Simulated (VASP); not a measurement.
# InP (F-43m) in VASP: elastic constants with LDA

Aim: the elastic constants of InP with LDA.

Program: VASP 6.6.1. These are calculated values, not measurements. Logs are shortened: lines on timing, memory, paths and dates and some standing lists are left out, and cuts for length are marked.

### 1 The structure

It takes space group F-43m (No. 216, cubic). Conventional cell: a = 5.861 Å, b = 5.861 Å, c = 5.861 Å, α = 90.00°, β = 90.00°, γ = 90.00°. In (site symmetry -43m) is surrounded by 4 P at 2.54 Å. Around P (site symmetry -43m) lie 4 In at 2.54 Å.

### 2 Elastic constants, LDA

POSCAR reads:

```
InP
1.0
    0.0000000000      2.9305000000      2.9305000000
    2.9305000000      0.0000000000      2.9305000000
    2.9305000000      2.9305000000      0.0000000000
In P
1 1
Direct
    0.0000000000      0.0000000000      0.0000000000
    0.2500000000      0.2500000000      0.2500000000
```

INCAR.step1 reads:

```
ALGO     = Normal         # electronic algorithm
EDIFF    = 1E-8           # SCF threshold, eV
EDIFFG   = -0.002         # ionic threshold
ENCUT    = 600            # plane-wave cutoff, eV
IBRION   = 2              # ionic algorithm
ISIF     = 3              # what is computed and relaxed
ISMEAR   = 0              # smearing method
LASPH    = True           # aspherical terms in the spheres
LCHARG   = False          # write CHGCAR
LREAL    = False          # projectors in reciprocal space
LWAVE    = False          # write WAVECAR
NELM     = 60             # most SCF steps
NSW      = 40             # ionic steps
PREC     = Accurate       # precision mode
SIGMA    = 0.02           # smearing width, eV
```

INCAR.step2 reads:

```
ALGO     = Normal         # electronic algorithm
EDIFF    = 1E-8           # SCF threshold, eV
ENCUT    = 600            # plane-wave cutoff, eV
IBRION   = 6              # ionic algorithm
ISIF     = 3              # what is computed and relaxed
ISMEAR   = 0              # smearing method
LASPH    = True           # aspherical terms in the spheres
LCHARG   = False          # write CHGCAR
LREAL    = False          # projectors in reciprocal space
LWAVE    = False          # write WAVECAR
NELM     = 60             # most SCF steps
NFREE    = 2            
NSW      = 1              # ionic steps
POTIM    = 0.015          # step
PREC     = Accurate       # precision mode
SIGMA    = 0.02           # smearing width, eV
```

KPOINTS reads:

```
k-points
0
Gamma
  10 10 10
```

Potentials or basis: VASP PAW LDA potentials, release 64 (In_d, P).

On the command line:

```
> cat potpaw_LDA.64/In_d/POTCAR potpaw_LDA.64/P/POTCAR > POTCAR
> cp INCAR.step1 INCAR
> mpirun -np 1 vasp_std > vasp.out
> cp CONTCAR POSCAR
> cp INCAR.step2 INCAR
> mpirun -np 1 vasp_std > vasp.out
```

OUTCAR:

```text
EDIFF = 1E-8
   ENCUT = 600
   IBRION = 6
   ISIF = 3
   ISMEAR = 0
   LASPH = True
   LREAL = False
   NELM = 60
   NFREE = 2
   NSW = 1
   POTIM = 0.015
   PREC = Accurate

 ion  position               nearest neighbor table
   1  0.000  0.000  0.000-   2 2.52   2 2.52   2 2.52   2 2.52
   2  0.250  0.250  0.250-   1 2.52   1 2.52   1 2.52   1 2.52

  LATTYP: Found a face centered cubic cell.
 ALAT       =     5.8286379668

  Lattice vectors:

 A1 = (   0.0000000000,   2.9143189834,   2.9143189834)
 A2 = (   2.9143189834,   0.0000000000,   2.9143189834)
 A3 = (   2.9143189834,   2.9143189834,   0.0000000000)

Analysis of symmetry for initial positions (statically):
=====================================================================
 Subroutine PRICEL returns:
 Original cell was already a primitive cell.

 Routine SETGRP: Setting up the symmetry group for a
 face centered cubic supercell.

 Subroutine GETGRP returns: Found 24 space group operations
 (whereof 24 operations were pure point group operations)
 out of a pool of 48 trial point group operations.

The static configuration has the point symmetry T_d .

Analysis of symmetry for dynamics (positions and initial velocities):
=====================================================================
 Subroutine PRICEL returns:
 Original cell was already a primitive cell.

 Routine SETGRP: Setting up the symmetry group for a
 face centered cubic supercell.

 Subroutine GETGRP returns: Found 24 space group operations
 (whereof 24 operations were pure point group operations)
 out of a pool of 48 trial point group operations.

The dynamic configuration has the point symmetry T_d .

 Subroutine INISYM returns: Found 24 space group operations
 (whereof 24 operations are pure point group operations),
 and found     1 'primitive' translations

----------------------------------------------------------------------------------------

[... 720 lines left out ...]
      8       2.9193      2.00000
      9       3.1875      2.00000
     10       7.2753      0.00000
     11       8.1153      0.00000
     12      11.9714      0.00000
     13      12.6531      0.00000

 [... further k-points ...]

------------------------ aborting loop because EDIFF is reached ----------------------------------------

  FORCE on cell =-STRESS in cart. coord.  units (eV):
  Direction    XX          YY          ZZ          XY          YZ          ZX
  --------------------------------------------------------------------------------------
  -------------------------------------------------------------------------------------
  Total       -0.0011903      0.0014561      0.0014561      0.0000000      0.1244470      0.0000000
  in kB       -0.0385240      0.0471260      0.0471260      0.0000000      4.0276674      0.0000000
  external PRESSURE =       0.0185760 kB  Pullay stress =       0.0000000 kB
[... 17 lines left out ...]
  FREE ENERGIE OF THE ION-ELECTRON SYSTEM (eV)
  ---------------------------------------------------
  free  energy   TOTEN  =        -9.6734026255 eV

  energy  without entropy=       -9.6734026255  energy(sigma->0) =       -9.67340263

 INTERNAL STRAIN TENSORS FROM STRAINED CELLS
 ============================================

 INTERNAL STRAIN TENSOR FOR ION    1 for displacements in x,y,z  (eV/Angst):
          X           Y           Z          XY          YZ          ZX
  --------------------------------------------------------------------------------
  x     0.00000     0.00000    -0.00000     0.00000     8.30382     0.00000
  y    -0.00000     0.00000    -0.00000    -0.00000    -0.00000     8.30491
  z    -0.00000     0.00000     0.00000     8.30443    -0.00000     0.00000

 INTERNAL STRAIN TENSORS FROM DISPLACED ATOMS
 ============================================

 INTERNAL STRAIN TENSOR FOR ION    1 for displacements in x,y,z  (eV/Angst):
          X           Y           Z          XY          YZ          ZX
  --------------------------------------------------------------------------------
  x     0.00000     0.00000     0.00000     0.00000     8.30469     0.00000
  y     0.00000     0.00000     0.00000     0.00000     0.00000     8.30469
  z     0.00000     0.00000     0.00000     8.30469     0.00000     0.00000

 INTERNAL STRAIN TENSOR FOR ION    2 for displacements in x,y,z  (eV/Angst):
          X           Y           Z          XY          YZ          ZX
  --------------------------------------------------------------------------------
  x     0.00000     0.00000     0.00000     0.00000    -8.29696     0.00000
  y     0.00000     0.00000     0.00000     0.00000     0.00000    -8.29696
  z     0.00000     0.00000     0.00000    -8.29696     0.00000     0.00000

 Eigenvectors and eigenvalues of the dynamical matrix
 ----------------------------------------------------

   1 f  =    9.071023 THz    56.994919 2PiTHz  302.576762 cm-1    37.514720 meV
             X         Y         Z           dx          dy          dz
      0.000000  0.000000  0.000000    -0.089566   -0.452222    0.000000
      1.457159  1.457159  1.457159     0.172406    0.870488    0.000000
[... 21 lines left out ...]
   6 f/i=    0.000849 THz     0.005333 2PiTHz    0.028310 cm-1     0.003510 meV
             X         Y         Z           dx          dy          dz
      0.000000  0.000000  0.000000     0.887312    0.012275   -0.000385
      1.457159  1.457159  1.457159     0.460962    0.006377   -0.000200

--------------------------------------------------------------------------------------------------------

 ELASTIC MODULI CONTR FROM IONIC RELAXATION (kBar)
 Direction    XX          YY          ZZ          XY          YZ          ZX
 --------------------------------------------------------------------------------
 XX          -0.0000     -0.0000     -0.0000      0.0000     -0.0000      0.0000
 YY          -0.0000     -0.0000     -0.0000      0.0000      0.0000     -0.0000
 ZZ          -0.0000     -0.0000     -0.0000      0.0000      0.0000      0.0000
 XY           0.0000      0.0000      0.0000   -271.4993     -0.0000     -0.0000
 YZ          -0.0000      0.0000      0.0000     -0.0000   -271.4993     -0.0000
 ZX           0.0000     -0.0000      0.0000     -0.0000     -0.0000   -271.4993
 --------------------------------------------------------------------------------

 TOTAL ELASTIC MODULI (kBar)
 Direction    XX          YY          ZZ          XY          YZ          ZX
 --------------------------------------------------------------------------------
 XX        1006.9449    566.6561    566.6561      0.0000     -0.0000      0.0000
 YY         566.6561   1006.9449    566.6561      0.0000      0.0000     -0.0000
 ZZ         566.6561    566.6561   1006.9449      0.0000      0.0000      0.0000
 XY           0.0000      0.0000      0.0000    456.7927     -0.0000     -0.0000
 YZ          -0.0000      0.0000      0.0000     -0.0000    456.7927     -0.0000
 ZX           0.0000     -0.0000      0.0000     -0.0000     -0.0000    456.7927
 --------------------------------------------------------------------------------
```

OSZICAR.step1:

```text
N       E                     dE             d eps       ncg     rms          rms(c)
DAV:   1     0.117161866857E+03    0.11716E+03   -0.93758E+03  1222   0.170E+03
DAV:   2    -0.107215671101E+01   -0.11823E+03   -0.11472E+03  1257   0.347E+02
DAV:   3    -0.984170803697E+01   -0.87696E+01   -0.86640E+01  1612   0.949E+01
[... 30 lines left out ...]
DAV:   5    -0.967440416502E+01    0.52549E-04   -0.33713E-05  1580   0.688E-02    0.536E-02
DAV:   6    -0.967439874454E+01    0.54205E-05   -0.12700E-05  1863   0.437E-02    0.936E-03
DAV:   7    -0.967439838797E+01    0.35657E-06   -0.16966E-06  1555   0.181E-02    0.156E-03
DAV:   8    -0.967439837263E+01    0.15341E-07   -0.11281E-07  1563   0.836E-03    0.456E-04
DAV:   9    -0.967439837370E+01   -0.10650E-08   -0.12091E-08   731   0.153E-03
   3 F= -.96743984E+01 E0= -.96743984E+01  d E =-.299897E-02
```

Wall time 16 min (1 thread of Intel Xeon Platinum 8488C (Sapphire Rapids), shared host); peak memory 0.48 GiB.

What came out:

- Relaxed volume: 24.75 Å³/atom
- Relaxed cell: a = 4.121 Å, b = 4.121 Å, c = 4.121 Å, α = 60.00°, β = 60.00°, γ = 60.00°
- Space group after relaxing (to 0.05 Å): F-43m (No. 216)
- Elastic constants C11, C12, C44: 101, 57, 46 GPa
- Voigt bulk modulus: 71 GPa
- Highest phonon frequency at Γ, LO-TO splitting left out: 303 cm⁻¹

Step by step:
| step | energy change (eV) | largest force (eV/Å) | pressure (GPa) | volume (Å³) |
| --- | --- | --- | --- | --- |
| 1 | 0.0000 | 0.0000 | -1.14 | 50.33 |
| 2 | -0.0020 | 0.0000 | 0.68 | 49.04 |
| 3 | -0.0030 | 0.0000 | 0.00 | 49.50 |

Final structure:
```
CELL_PARAMETERS angstrom
0.00000 2.91432 2.91432
2.91432 0.00000 2.91432
2.91432 2.91432 0.00000
ATOMIC_POSITIONS crystal
In 0.00000 0.00000 0.00000
P 0.25000 0.25000 0.25000
```

Phonon frequencies in cm⁻¹ (negative: imaginary):
| q point | frequencies |
| --- | --- |
| (0.000, 0.000, 0.000) | 0 0 0 303 303 303 |

Elastic tensor in Voigt notation (GPa, in the Cartesian axes of the cell as first typed):
```
101  57  57   0   0   0
 57 101  57   0   0   0
 57  57 101   0   0   0
  0   0   0  46   0   0
  0   0   0   0  46   0
  0   0   0   0   0  46
```

Clamped-ion elastic tensor (GPa):
```
101  57  57   0   0   0
 57 101  57   0   0   0
 57  57 101   0   0   0
  0   0   0  73   0   0
  0   0   0   0  73   0
  0   0   0   0   0  73
```
